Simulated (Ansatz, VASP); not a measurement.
# HfB2: VASP beside Ansatz

Contents of INCAR:

```
  ALGO = Normal
  EDIFF = 1E-6
  ENCUT = 520
  GGA = PE
  ISIF = 2
  ISMEAR = 0
  LASPH = True
  LCHARG = True
  LELF = True
  LREAL = False
  LVHAR = True
  LWAVE = False
  NBANDS = 15
  NELM = 100
  PREC = Accurate
  SIGMA = 0.023
```

Contents of KPOINTS:

```
k-points
0
Gamma
  10 10 8
```

File POSCAR:

```
HfB2
1.0
    3.1400000000      0.0000000000      0.0000000000
   -1.5700000000      2.7193197679      0.0000000000
    0.0000000000      0.0000000000      3.4800000000
Hf B
1 2
Direct
    0.0000000000      0.0000000000      0.0000000000
    0.6666666667      0.3333333333      0.5000000000
    0.3333333333      0.6666666667      0.5000000000
```

input.yaml

```yaml
crystal:
  lattice:
    - [3.14, 0.0, 0.0]
    - [-1.57, 2.7193197679, 0.0]
    - [0.0, 0.0, 3.48]
  atoms:
    - { symbol: Hf, position: [0.0, 0.0, 0.0] }
    - { symbol: B, position: [0.6666666667, 0.3333333333, 0.5] }
    - { symbol: B, position: [0.3333333333, 0.6666666667, 0.5] }
hamiltonian:
  xc: pbe
  pseudopotentials: { kind: paw }
kpoints:
  mp_grid: { grid: [10, 10, 8] }
scf:
  occupations: { method: gaussian, width: 0.023 }
output:
  forces: true
  stress: true
  eigenvalues: true
```

Alike in both runs: task single point; functional PBE; k mesh 10 × 10 × 8; occupations gaussian, width 0.023 eV; no spin polarisation.

```csv
,VASP,Ansatz
version,VASP 6.6.1,Ansatz 0.2.0
potentials or method,"VASP PAW PBE potentials, release 64 (Hf_pv, B)",Ansatz PAW
plane-wave cutoff (eV),520,420
valence electrons in the cell,16,32
```

Ansatz gave:

* gap on the k mesh at the Fermi level (eV): none
* pressure (GPa): 1.4
* largest component of the traceless stress (GPa): 0.40

**Question.** Estimate VASP's values.

**Answer.** gap on the k mesh at the Fermi level (eV): none; pressure (GPa): 1.0; largest component of the traceless stress (GPa): 0.59.

A gap of «none» marks a metal or a gap that the smearing closes. The two sets of potentials don't hold the same shells in valence.

The runs have no spin-orbit coupling, so splittings on Hf are missing.
